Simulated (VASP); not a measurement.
# Settings for Al: energy along a vibration (SMASS = -2)

Al, Fm-3m (no. 225), atoms displaced along the mode, 2 atoms in the cell. PBEsol, energy along a line of displacements; PAW potentials Al (PBE set). VASP 6.6.1.

Wanted: harmonic frequency within 1 %.

Space group without the displacement: Fm-3m (no. 225); Mode: longitudinal mode at X.

POSCAR:
```
Al
1.0
    2.0248050000      2.0248050000      0.0000000000
   -2.0248050000      2.0248050000      0.0000000000
    0.0000000000      0.0000000000      4.0496100000
Al
2
Direct
    0.0000000000      0.0000000000     -0.0098774944
    0.5000000000      0.5000000000      0.5098774944

    0.0000000000   0.0000000000   0.0100000000
    0.0000000000   0.0000000000  -0.0100000000
```

The series start from k mesh: 7 × 7 × 5; Cutoff (eV): 320; Step along the mode (Å): 0.02; Electronic threshold (eV): 1e-7. Each series keeps the choices made before it, and each single choice may use up half of a tolerance.

## k mesh

| k mesh | Harmonic frequency (THz) | Time (s) |
|---|---|---|
| 3 × 3 × 2 | -11.5 | 6.1 |
| 4 × 4 × 3 | 9.9 | 8.4 |
| 5 × 5 × 4 | 10.89 | 12 |
| 7 × 7 × 5 | 7.702 | 24 |
| 8 × 8 × 6 | 10.33 | 36 |
| 10 × 10 × 8 | 9.885 | 68 |
| 13 × 13 × 10 (reference) | 9.592 | 142 |

## Cutoff (eV)

| Cutoff (eV) | Harmonic frequency (THz) | Time (s) |
|---|---|---|
| 170 | 9.636 | 59 |
| 210 | 9.573 | 90 |
| 240 | 9.568 | 74 |
| 280 | 9.601 | 98 |
| 320 | 9.592 | 142 |
| 360 (reference) | 9.565 | 168 |

## Electronic threshold (eV)

| Electronic threshold (eV) | Harmonic frequency (THz) | Time (s) |
|---|---|---|
| 0.001 | 9.587 | 43 |
| 0.0001 | 9.573 | 51 |
| 1e-5 | 9.573 | 59 |
| 1e-6 | 9.573 | 57 |
| 1e-7 | 9.573 | 90 |
| 1e-8 (reference) | 9.573 | 80 |

## Question

The rows run from the loosest to the tightest. For each series: choose the loosest value from which every tighter one stays within half of the tolerance.

## Answer

- k mesh: 13 × 13 × 10, the tightest run, since the next looser one is off by more than half of the tolerance (convergence isn't shown beyond it)
- Cutoff (eV): 210
- Electronic threshold (eV): 0.001

## All choices together

| Input | Harmonic frequency (THz) | Time (s) |
|---|---|---|
| defaults on a coarse mesh (naive) | 9.846 | 2.3 |
| chosen settings | 9.587 | 43 |
| reference settings throughout | 9.573 | 174 |

The chosen settings stay within the tolerance of the reference run, but the reference itself isn't shown to be converged in: k mesh.

## The input

INCAR:
```
SYSTEM = Al
GGA      = PS             ! functional
PREC     = Accurate       ! precision mode
ENCUT    = 210            ! plane-wave cutoff, eV
EDIFF    = 0.001          ! SCF threshold, eV
ALGO     = Normal         ! electronic algorithm
LREAL    = .FALSE.        ! projectors in reciprocal space
LASPH    = .TRUE.         ! aspherical terms in the spheres
ISMEAR   = 1              ! smearing method
SIGMA    = 0.15           ! smearing width, eV
ISYM     = 0            
LWAVE    = .FALSE.        ! write WAVECAR
LCHARG   = .FALSE.        ! write CHGCAR
IBRION   = 0              ! ionic algorithm
SMASS    = -2           
POTIM    = 1              ! step
NSW      = 9              ! ionic steps
NELMIN   = 4            
IWAVPR   = 11           
KPAR     = 2             
```

KPOINTS:
```
Automatic mesh
0
Gamma
  13 13 10
  0 0 0
```

Commands:
```
cat potpaw_PBE.64/Al/POTCAR > POTCAR
mpirun -np 2 vasp_std > vasp.out
```

Limits: NELMIN = 4 forces that many electronic steps, so a loose EDIFF looks better here than it is.

The chosen input took VASP 6.6.1 43 s on 2 cores (AMD EPYC 7R43 (Zen 3)), a shared host.

## An input that fails: electronic threshold far too loose

It runs to its end, but against the unchanged starting input it is off by 50 % in the harmonic frequency.

Changes against the starting input:
```
- EDIFF = 1e-07
- NELMIN = 4
+ EDIFF = 0.1
```
